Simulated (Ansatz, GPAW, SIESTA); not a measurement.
**Bi: 3 runs at one level of theory**

```xyz
4
Lattice="-4.4497 4.4497 2.0656 4.4497 -4.4497 2.0656 4.4497 4.4497 -2.0656" Properties=species:S:1:pos:R:3 pbc="T T T"
Bi    3.1535    1.2963    0.0000
Bi    1.2963    3.1535    2.0656
Bi    1.2963    5.7460    0.0000
Bi    3.1535   -1.2963    2.0656
```

This isn't the form of Bi at room conditions, which is rhombohedral.

Alike in all runs: task single point; functional PBEsol; k mesh 7 × 7 × 7; occupations fermi-dirac, width 0.05 eV; no spin polarisation; no spin-orbit coupling. Pressure is positive in compression and, in plane waves, holds the error of the finite cutoff.

```tsv
program and potentials	plane-wave cutoff (eV)	notes	pressure (GPa)	largest force (eV/Å)
SIESTA, files PseudoDojo sr-pbesol-0.4.1-standard, DZP (energy shift 0.003 Ry; two zetas on semicore shells)	-	atomic basis	-1.11	0.011
Ansatz, all-electron LAPW, scalar-relativistic	-	-	-1.78	0.121
GPAW, PAW data sets generated for this functional	600	-	-1.87	0.122
```

Force on atom 1 (Bi), eV/Å:

| program and potentials | x | y | z |
| --- | --- | --- | --- |
| Ansatz, all-electron LAPW, scalar-relativistic | 0.086 | -0.086 | 0.000 |
| GPAW, PAW data sets generated for this functional | 0.086 | -0.086 | 0.000 |

The pressure spans -1.87 (GPAW, PAW data sets generated for this functional) to -1.11 GPa (SIESTA, files PseudoDojo sr-pbesol-0.4.1-standard, DZP (energy shift 0.003 Ry; two zetas on semicore shells)), with all-electron results at -1.78. Rows in atomic bases carry the error of their basis and grid, which can be large.

The functional is the same throughout but for its coding, so the spread measures potentials, basis and numerics; runs on potential files found faulty are left out.
